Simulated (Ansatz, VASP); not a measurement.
# One calculation of FeO, two programs

```
Fe O
1.0
     0.00000    4.31080    4.31080
     2.15540    0.00000    2.15540
     2.15540    2.15540    0.00000
Fe O
2 2
Cartesian
  0.0000 0.0000 0.0000
  0.0000 2.1554 2.1554
  2.1554 2.1554 2.1554
  2.1554 4.3108 4.3108
```

Alike in both runs: task single point; functional PBE; k mesh 5 × 10 × 10; occupations fermi-dirac, width 0.05 eV; no spin polarisation.

```csv
,VASP,Ansatz
version,VASP 6.6.1,Ansatz 0.2.0
potentials or method,"VASP PAW PBE potentials, release 64 (Fe, O)",PAW plane waves
plane-wave cutoff (eV),520,420
valence electrons in the cell,28,44
```

```tsv
	VASP	Ansatz	Ansatz less VASP
pressure (GPa)	-25.7	-25.7	+0.05
```

The two sets of potentials don't hold the same shells in valence.

Caveats: so large a pressure means that the cell lies far from this level's equilibrium, or that cutoff or potentials fall short (VASP); the run has no spin polarisation, though such a crystal can be magnetic; semilocal functionals often make such compounds metallic where correlation or magnetic order opens a gap, which also shifts bond lengths. Spin polarisation is off, so any magnetic state and its effect on volume and gap are missing.
